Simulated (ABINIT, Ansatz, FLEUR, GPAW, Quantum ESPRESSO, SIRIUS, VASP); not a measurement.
Co: programs and potentials compared

```xyz
4
Lattice="2.4706 0.0000 0.0000 -1.2353 2.1396 0.0000 0.0000 0.0000 8.0882" Properties=species:S:1:pos:R:3 pbc="T T T"
Co    1.2353    0.7132    6.0662
Co    0.0000    0.0000    4.0441
Co    0.0000    1.4264    2.0221
Co    0.0000    0.0000    0.0000
```

Alike in all runs: task single point; functional PBEsol; k mesh 12 × 12 × 4; occupations fermi-dirac, width 0.05 eV; collinear spin, ferromagnetic start; no spin-orbit coupling. Pressure is positive in compression and, in plane waves, holds the error of the finite cutoff.

```csv
program and potentials,plane-wave cutoff (eV),notes,band gap (eV),pressure (GPa),net moment per atom (μB)
"SIRIUS, all-electron FP-LAPW, apw+lo standard",-,-,?,-,?
"GPAW, PAW data sets generated for this functional",600,9 valence electrons an atom on average,no gap,-5.32,1.65
"Quantum ESPRESSO, GBRV 1.5 PBEsol",762,17 valence electrons an atom on average,no gap,-5.54,1.69
"Ansatz, all-electron LAPW, scalar-relativistic",-,-,no gap,-5.81,1.65
"VASP, PBE PAW files Co, 520 eV",520,potentials made for PBE; 9 valence electrons an atom on average,no gap,-6.54,1.64
"ABINIT, JTH PAW PBE v2.0",707,potentials made for PBE; 17 valence electrons an atom on average,no gap,-4.83,1.65
"FLEUR, all-electron, FLAPW",-,-,no gap,-,1.65
```

Task: Estimate from the other rows what the run with SIRIUS, all-electron FP-LAPW, apw+lo standard gave.

Result: No band gap; net moment per atom 1.63 μB. The other rows, which needn't bracket it: pressure -6.54 to -4.83; net moment per atom 1.64 to 1.69.
